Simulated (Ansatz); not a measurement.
## Relaxing Fe

Computed with DFT PBE, scalar-relativistic, plane waves, PAW in Ansatz 0.2.0. Cutoff 420 eV, Γ-centred k mesh, Gaussian smearing, collinear spin, first started from parallel moments.

The start puts Fe on the indium (bct) structure type (I4/mmm, No. 139), at a guessed volume.

```xyz
1
Lattice="-1.2612 1.2612 1.9188 1.2612 -1.2612 1.9188 1.2612 1.2612 -1.9188" Properties=species:S:1:pos:R:3 pbc="T T T"
Fe    0.0000    0.0000    0.0000
```

Cell and atoms relax at zero pressure; the relaxation can't lower the symmetry of the start.

Energies count from the standard state of Fe at the same level.

(1) Describe the relaxed structure.

(2) What are its volume, energy, gap and moment?

## Answers

(1) It keeps I4/mmm (No. 139). The result has the indium (bct) structure. Conventional cell: a = 2.420 Å, c = 4.014 Å. Around Fe lie 4 Fe at 2.42 Å and 8 Fe at 2.64 Å.

```
Fe
1.0
    -1.20989    1.20989    2.00702
     1.20989   -1.20989    2.00702
     1.20989    1.20989   -2.00702
Fe
1
Direct
  0.00000 0.00000 0.00000
```

(2) The volume per atom is 11.75 Å³. The density is 7.89 g/cm³, the energy over the standard structure is 0.11 eV/atom and the gap on the 30×30×30 mesh is 0 eV (a metal). The net moment per atom is 2.38 μB and the largest site moment is 2.41 μB.

The final run used a 30×30×30 mesh on its 1-atom cell and 0.10 eV smearing. The k mesh leaves about 4 meV/atom of noise in metals. A structure relaxed within its symmetry needn't be a true minimum.